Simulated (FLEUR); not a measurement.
## Ni under changes of volume

One of the cells (10.569 Å³/atom); the others are scaled copies at fixed shape and fractional positions:

```
Ni
1.0
     2.44802    0.00000    0.00000
    -1.22401    2.12005    0.00000
     0.00000    0.00000    4.07281
Ni
2
Direct
  0.66667 0.33333 0.75000
  0.33333 0.66667 0.25000
```

This isn't the form of Ni at room conditions, which is fcc.

- Program: FLEUR MaX-R8.1 (later development tree)
- Functional: LDA
- Potentials or basis: all-electron
- Basis: FLAPW
- Kmax: 4.71 1/bohr
- k mesh: 12 × 12 × 7
- Occupations: fermi-dirac, width 0.05 eV
- Spin: collinear spin, ferromagnetic start
- Starting moments: [1.0, 1.0] μB

```csv
volume (Å³/atom),energy over the lowest point (meV/atom),moment (μB per cell)
9.935,?,?
10.146,0.00,1.19
10.569,18.44,1.24
10.992,57.59,1.28
11.203,83.48,1.30
```

Problem. What does the run at 9.935 Å³/atom give?

Solution. Energy over the lowest point 0.30 meV/atom; moment 1.16 μB per cell.

Worked out: A Birch-Murnaghan fit of order 2 (a polynomial in V^(-2/3)) to the other rows has its minimum at 10.04 Å³/atom, just outside them, with B0 = V·E''(V) = 240 GPa at fixed shape and positions, which overstates the stiffness. It gives -0.07 meV/atom at 9.935 Å³/atom, against the run's 0.30. A straight line through the other rows of the moment, of slope 0.103 μB per Å³/atom, extrapolates to 1.17 μB, against the run's 1.16.

Energies are extrapolated to zero smearing.
